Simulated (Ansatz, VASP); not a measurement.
**MgH2 in VASP and in Ansatz**

```
CELL_PARAMETERS angstrom
0.00000 2.97143 2.97143
2.97143 0.00000 2.97143
2.97143 2.97143 0.00000
ATOMIC_POSITIONS crystal
Mg 0.50000 0.50000 0.50000
Mg 0.75000 0.75000 0.75000
H 0.12500 0.12500 0.12500
H 0.62500 0.12500 0.12500
H 0.12500 0.12500 0.62500
H 0.12500 0.62500 0.12500
```

Alike in both runs: functional PBE; k mesh 12 × 12 × 12; occupations gaussian, width 0.1 eV; no spin polarisation.

Ansatz relaxed the structure, and its values are those at the end. VASP's run is a single point on that final structure, the one shown.

```csv
,VASP,Ansatz
version,VASP 6.6.1,Ansatz 0.2.0
potentials or method,"VASP PAW PBE potentials, release 64 (Mg, H)","scalar-relativistic, plane waves, PAW"
plane-wave cutoff (eV),520,420
valence electrons in the cell,8,24
```

Ansatz gave:

- gap on the k mesh at the Fermi level (eV): none
- pressure (GPa): 0.0

Problem. Estimate VASP's values.

Solution. gap on the k mesh at the Fermi level (eV): none; pressure (GPa): -0.3.

A gap of «none» marks a metal or a gap that the smearing closes. The two sets of potentials don't hold the same shells in valence.
